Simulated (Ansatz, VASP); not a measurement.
**TiO2: VASP beside Ansatz**

Wanted: the spread between two codes on one cell, functional and k mesh. The cell is taken from a series of runs on this material, whose earlier steps may have relaxed, scaled, displaced or heated it; both programs get it as it stands.

Program: Ansatz 0.2.0. Level of theory: plane waves, with VASP 6.6.1 beside it; single point at r2SCAN. Results are calculated unless marked as measured.

## (1) Set-up

It takes space group C2/m (No. 12, monoclinic). Conventional cell: a = 12.307 Å, b = 3.767 Å, c = 6.616 Å, α = 90.00°, β = 106.95°, γ = 90.00°. Nearest to Ti lie 5 O at 1.78 to 2.03 Å. Nearest to Ti lie 6 O at 1.86 to 2.16 Å. O has 3 Ti at 1.86 to 2.16 Å nearest. Nearest to O lie 3 Ti at 1.94 to 2.03 Å. Nearest to O lie 2 Ti at 1.78 to 1.87 Å. Nearest to O lie 3 Ti at 1.96 to 2.16 Å. Farther neighbours and most contacts between anions are not listed.

Structure file:

```xyz
12
Lattice="6.1536 -1.8835 0.0000 6.1536 1.8835 0.0000 -1.9283 0.0000 6.3290" Properties=species:S:1:pos:R:3 pbc="T T T"
Ti    8.5226    0.0000    4.5330
Ti   -0.1400    0.0000    4.4961
Ti    1.8562    0.0000    1.7959
Ti   10.5189    0.0000    1.8329
O     0.0047    0.0000    2.3416
O     6.4903    0.0000    4.4721
O     1.6255    0.0000    0.0298
O    10.3741    0.0000    3.9874
O     8.3943    0.0000    2.1993
O     8.7534    0.0000    6.2992
O     1.9846    0.0000    4.1297
O     3.8886    0.0000    1.8569
```

## (2) VASP: single point, r2SCAN

A single point gives forces, pressure and levels at one fixed geometry, so differences don't come from the geometry; what else differs is listed under the comparison.

Lines of VASP's logs that name or quote its potential files are left out, and so is its time.

File INCAR:

```
SYSTEM = TiO2
PREC = Accurate
ENCUT = 660
EDIFF = 1E-06
NELM = 120
ISMEAR = 0
SIGMA = 0.01
LREAL = .FALSE.
ALGO = Normal
METAGGA = R2SCAN
LASPH = .TRUE.
NBANDS = 60
LORBIT = 11
LWAVE = .FALSE.
LCHARG = .FALSE.
ISIF = 2
GGA_COMPAT = .FALSE.
EFERMI = MIDGAP
LMIXTAU = .TRUE.
KPAR = 2
```

File POSCAR:

```
TiO2
1.0
    6.1535771931     -1.8834685000      0.0000000000
    6.1535771931      1.8834685000      0.0000000000
   -1.9283261078      0.0000000000      6.3289668713
Ti O
4 8
Direct
    0.8047140000      0.8047140000      0.7162380000
    0.0999290000      0.0999290000      0.7103980000
    0.1952860000      0.1952860000      0.2837620000
    0.9000710000      0.9000710000      0.2896020000
    0.0583525000      0.0583525000      0.3699790000
    0.6380690000      0.6380690000      0.7066030000
    0.1328115000      0.1328115000      0.0047090000
    0.9416475000      0.9416475000      0.6300210000
    0.7365115000      0.7365115000      0.3475000000
    0.8671885000      0.8671885000      0.9952910000
    0.2634885000      0.2634885000      0.6525000000
    0.3619310000      0.3619310000      0.2933970000
```

File KPOINTS:

```
Automatic mesh
0
Gamma
6 6 4
0 0 0
```

The projector-augmented-wave data sets are Ti_sv and O (PBE family, release 64).

The run is started by

```
$ mpirun -np 2 vasp_std
```

Numbers of over 12 decimals in the logs are rounded to 6 here.

What it wrote:

```text
[banner, memory and clock lines left out]
running    2 mpi-ranks, on    1 nodes
 distrk:  each k-point on    1 cores,    2 groups
 distr:  one band on    1 cores,    1 groups

 POSCAR found type information on POSCAR TiO
 POSCAR found :  2 types and      12 ions
|                                                                             |
|               ----> ADVICE to this user running VASP <----                  |
|                                                                             |
|     You enforced a specific xc type in the INCAR file but a different       |
|     [... a line on the potential file left out ...]
|     I HOPE YOU KNOW WHAT YOU ARE DOING!                                     |
|                                                                             |

 LDA part: xc-table for (None), standard interpolation
 POSCAR, INCAR and KPOINTS ok, starting setup
 FFT: planning ... GRIDC
 FFT: planning ... GRID_SOFT
 FFT: planning ... GRID
 WAVECAR not read
 entering main loop
       N       E                     dE             d eps       ncg     rms          rms(c)
DAV:   1     0.165348083833E+04    0.16535E+04   -0.55518E+04  5672   0.222E+03
DAV:   2     0.159779445208E+03   -0.14937E+04   -0.14239E+04  5708   0.653E+02
DAV:   3    -0.173731576469E+03   -0.33351E+03   -0.32170E+03  7200   0.263E+02
DAV:   4    -0.201697406319E+03   -0.27966E+02   -0.27889E+02  8848   0.815E+01
DAV:   5    -0.203596482289E+03   -0.18991E+01   -0.18980E+01  8852   0.165E+01    0.453E+01
DAV:   6    -0.150210843602E+03    0.53386E+02   -0.15759E+02  7876   0.101E+02    0.143E+01
DAV:   7    -0.138187965327E+03    0.12023E+02   -0.16782E+01  7208   0.208E+01    0.766E+00
DAV:   8    -0.141127390087E+03   -0.29394E+01   -0.47272E+00  7276   0.129E+01    0.390E+00
DAV:   9    -0.138817369467E+03    0.23100E+01   -0.22232E+00  6272   0.105E+01    0.944E-01
DAV:  10    -0.139633202841E+03   -0.81583E+00   -0.78966E-01  6448   0.568E+00    0.591E-01
DAV:  11    -0.139655887469E+03   -0.22685E-01   -0.85836E-02  7984   0.177E+00    0.419E-01
DAV:  12    -0.139657180431E+03   -0.12930E-02   -0.18231E-02  6468   0.944E-01    0.127E-01
DAV:  13    -0.139663290425E+03   -0.61100E-02   -0.79730E-03  6196   0.663E-01    0.131E-01
DAV:  14    -0.139662946483E+03    0.34394E-03   -0.24647E-03  6196   0.354E-01    0.480E-02
DAV:  15    -0.139663874264E+03   -0.92778E-03   -0.61858E-04  6132   0.181E-01    0.212E-02
DAV:  16    -0.139663787841E+03    0.86422E-04   -0.22673E-04  6904   0.996E-02    0.190E-02
DAV:  17    -0.139663904599E+03   -0.11676E-03   -0.21201E-04  6332   0.977E-02    0.101E-02
DAV:  18    -0.139663908511E+03   -0.39122E-05   -0.25463E-05  6208   0.354E-02    0.843E-03
DAV:  19    -0.139663913687E+03   -0.51754E-05   -0.83894E-06  6300   0.213E-02    0.453E-03
DAV:  20    -0.139663913571E+03    0.11555E-06   -0.36747E-06  4856   0.152E-02
   1 F= -.13966391E+03 E0= -.13966391E+03  d E =0.000000E+00
```

From OUTCAR (step 2):

```text
ion  position               nearest neighbor table
   1  0.805  0.805  0.716-  10 1.78   8 1.93  11 1.96  11 1.96   6 2.03   9 2.34
   2  0.100  0.100  0.710-   8 1.86   7 1.87   6 1.94   6 1.94  11 2.16   5 2.16
   3  0.195  0.195  0.284-   7 1.78   5 1.93   9 1.96   9 1.96  12 2.03  11 2.34
   4  0.900  0.900  0.290-   5 1.86  10 1.87  12 1.94  12 1.94   9 2.16   8 2.16
   5  0.058  0.058  0.370-   4 1.86   3 1.93   2 2.16
   6  0.638  0.638  0.707-   2 1.94   2 1.94   1 2.03
   7  0.133  0.133  0.005-   3 1.78   2 1.87
   8  0.942  0.942  0.630-   2 1.86   1 1.93   4 2.16
   9  0.737  0.737  0.347-   3 1.96   3 1.96   4 2.16   1 2.34
  10  0.867  0.867  0.995-   1 1.78   4 1.87
  11  0.263  0.263  0.653-   1 1.96   1 1.96   2 2.16   3 2.34
  12  0.362  0.362  0.293-   4 1.94   4 1.94   3 2.03

  LATTYP: Found a base centered monoclinic cell.
 ALAT       =    12.3071543862
 B/A-ratio  =     0.3060770087
 C/A-ratio  =     0.5375907333
 COS(beta)  =    -0.2914546970

 Subroutine GETGRP returns: Found  4 space group operations
 (whereof  4 operations were pure point group operations)

The static configuration has the point symmetry C_2h.

 Found     47 irreducible k-points:

   k-points           NKPTS =     47   k-points in BZ     NKDIM =     47   number of bands    NBANDS=     60

   dimension x,y,z NGX =    54 NGY =   54 NGZ =   56
   dimension x,y,z NGXF=   108 NGYF=  108 NGZF=  112

   ENCUT  =  660.0 eV  48.51 Ry    6.96 a.u.  13.48 13.48 13.86*2*pi/ulx,y,z

   NELECT =      96.0000    total number of electrons

 k-points in reciprocal lattice and weights: Automatic mesh
   0.00000000  0.00000000  0.00000000       0.007
   0.16666667  0.00000000  0.00000000       0.028
   0.33333333  0.00000000  0.00000000       0.028
   0.50000000  0.00000000  0.00000000       0.014
   0.16666667  0.16666667  0.00000000       0.014
   0.33333333  0.16666667  0.00000000       0.028
   0.50000000  0.16666667  0.00000000       0.028
  -0.33333333  0.16666667  0.00000000       0.028
  -0.16666667  0.16666667  0.00000000       0.014
[...]
-0.33333333  0.33333333  0.50000000       0.014
   0.50000000  0.50000000  0.50000000       0.007

 average (electrostatic) potential at core
       1 -82.4345       2 -82.5486       3 -82.4345       4 -82.5486       5 -74.8325
       6 -74.6293       7 -74.7317       8 -74.8325       9 -74.8481      10 -74.7317
      11 -74.8481      12 -74.6293

 E-fermi :   3.7179

 k-point     1 :       0.0000    0.0000    0.0000
  band No.  band energies     occupation
    ...
     44       1.2346      2.00000
     45       1.3576      2.00000
     46       1.3935      2.00000
     47       1.7650      2.00000
     48       1.9649      2.00000
     49       5.2862      0.00000
     50       5.6272      0.00000
     51       5.8385      0.00000
     52       5.8401      0.00000
     53       5.9052      0.00000
    ...

 k-point     2 :       0.1667    0.0000    0.0000
  band No.  band energies     occupation
    ...
     44       1.2174      2.00000
     45       1.4811      2.00000
     46       1.5981      2.00000
     47       1.8700      2.00000
     48       2.0203      2.00000
     49       5.5383      0.00000
     50       5.6770      0.00000
     51       5.7540      0.00000
     52       5.8911      0.00000
     53       6.0251      0.00000
    ...

 k-point     3 :       0.3333    0.0000    0.0000
  band No.  band energies     occupation
    ...
     44       1.2251      2.00000
     45       1.3756      2.00000
     46       1.5910      2.00000
     47       2.0085      2.00000
     48       2.0334      2.00000
     49       5.6247      0.00000
     50       5.7248      0.00000
     51       5.9720      0.00000
     52       6.0998      0.00000
     53       6.1576      0.00000
    ...

  Total       -4.3902620     -4.0988611     -4.8434631      0.0000000      0.0000000      0.0118174
  in kB      -47.9459784    -44.7635938    -52.8953805      0.0000000      0.0000000      0.1290572
  external PRESSURE =     -48.5349842 kB  Pullay stress =       0.0000000 kB

  energy-cutoff  :      660.00
  volume of cell :      146.71
      direct lattice vectors                 reciprocal lattice vectors
     6.153577193 -1.883468500  0.000000000     0.081253551 -0.265467673  0.024756544
     6.153577193  1.883468500  0.000000000     0.081253551  0.265467673  0.024756544
    -1.928326108  0.000000000  6.328966871     0.000000000  0.000000000  0.158003671

 POSITION                                       TOTAL-FORCE (eV/Angst)
 -----------------------------------------------------------------------------------
      8.52260      0.00000      4.53305         0.032696      0.000000      0.113817
     -0.14004      0.00000      4.49609         0.017701      0.000000      0.057259
      1.85623      0.00000      1.79592        -0.032696      0.000000     -0.113817
     10.51887      0.00000      1.83288        -0.017701      0.000000     -0.057259
      0.00471      0.00000      2.34158        -0.003214      0.000000      0.061033
      6.49025      0.00000      4.47207         0.110793      0.000000     -0.011886
      1.62545      0.00000      0.02980         0.104708      0.000000      0.031256
     10.37412      0.00000      3.98738         0.003214      0.000000     -0.061033
      8.39427      0.00000      2.19932         0.073384      0.000000      0.003606
      8.75338      0.00000      6.29916        -0.104708      0.000000     -0.031256
      1.98456      0.00000      4.12965        -0.073384      0.000000     -0.003606
      3.88858      0.00000      1.85690        -0.110793      0.000000      0.011886
 -----------------------------------------------------------------------------------
    total drift:                               -0.000000     -0.000000      0.000000

  FREE ENERGIE OF THE ION-ELECTRON SYSTEM (eV)
  ---------------------------------------------------
  free  energy   TOTEN  =      -139.6639135712 eV

  energy  without entropy=     -139.6639135712  energy(sigma->0) =     -139.66391357

 total charge
# of ion       s       p       d       tot
------------------------------------------
    1        2.223   6.278   1.717  10.218
    2        2.217   6.275   1.681  10.173
    3        2.223   6.278   1.717  10.218
    4        2.217   6.275   1.681  10.173
    5        1.572   3.524   0.000   5.095
    6        1.570   3.525   0.000   5.095
    7        1.581   3.490   0.000   5.071
    8        1.572   3.524   0.000   5.095
    9        1.566   3.534   0.000   5.099
   10        1.581   3.490   0.000   5.071
   11        1.566   3.534   0.000   5.099
   12        1.570   3.525   0.000   5.095
--------------------------------------------------
tot         21.459  53.248   6.796  81.503

[... 3 further parts left out ...]
```

This run has no spin polarisation, so a moment on Ti, if there is one, isn't seen.

[end of part 1 of 2]

[Lines on the potential files, build, host, timing and source positions are cut from VASP's logs without a mark.]

[Logs are printed without paths, hosts, clocks, repeated set-up lines and the standing remarks that a program may print on its own settings, such as how far it seeks lower states.]

[Hosts, paths, dates, database ids (printed as entryN), source tags and the programs' standing remarks are cut or masked in the printed files.]
